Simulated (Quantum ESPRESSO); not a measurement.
# PbF2 (Fluorocronite): zone-centre phonons and dielectric response under several settings

```
Pb F
1.0
     0.00000    2.96366    2.96366
     2.96366    0.00000    2.96366
     2.96366    2.96366    0.00000
Pb F
1 2
Direct
  0.00000 0.00000 0.00000
  0.75000 0.75000 0.75000
  0.25000 0.25000 0.25000
```

All runs used Quantum ESPRESSO 7.5; k mesh 4 × 4 × 4, shifted; given cell, atoms relaxed; no spin polarisation; occupations smeared at first, fixed for the response.

| level | potentials | cutoff (eV) | pressure (GPa) | lowest optical mode without the field (cm⁻¹) | highest optical mode without the field (cm⁻¹) | highest mode with the field (cm⁻¹) | ε∞ (mean) | ε0 (mean) | Born charge of atom 1 (e) | sum of the Born charges (e) |
| --- | --- | --- | --- | --- | --- | --- | --- | --- | --- | --- |
| PBE | GBRV 1.5 PBE | 612 | 2.4 | 114 | 251 | 322 | 3.32 | 26.2 | 3.19 | 0.00 |
| PBE | JTH 2.0 PBE | 707 | 1.8 | 117 | 253 | 320 | 3.32 | 24.9 | 3.16 | -0.04 |
| PBE | SSSP 1.3 efficiency PBE | 748 | 2.7 | 122 | 253 | 324 | 3.32 | 23.6 | 3.19 | 0.01 |
| PBE | SG15 PBE 1.2 | 1197 | 2.6 | 129 | 280 | 326 | 3.30 | 21.2 | 3.17 | 0.00 |
| PBE | SPMS 1.0 PBE | 1197 | ? | ? | ? | ? | ? | ? | ? | ? |
| PBE | PseudoDojo 0.4.1 SR PBE standard | 1143 | 2.7 | 122 | 254 | 324 | 3.31 | 23.1 | 3.18 | 0.00 |
| PBE | Ansatz NC SR PBE | 1320 | 2.7 | 117 | 252 | 323 | 3.32 | 25.2 | 3.19 | 0.00 |

Problem. What stands in the row left open?

Solution. Pressure 2.4 GPa; lowest optical mode without the field 117 cm⁻¹; highest optical mode without the field 252 cm⁻¹; highest mode with the field 321 cm⁻¹; ε∞ 3.30; ε0 25.1; Born charge of atom 1 3.17 e; sum of the Born charges 0.00 e.

Caveats: before the sum rule the acoustic modes lie tens of cm⁻¹ from zero, a sign that the density grid also shifts the optical modes (some runs).
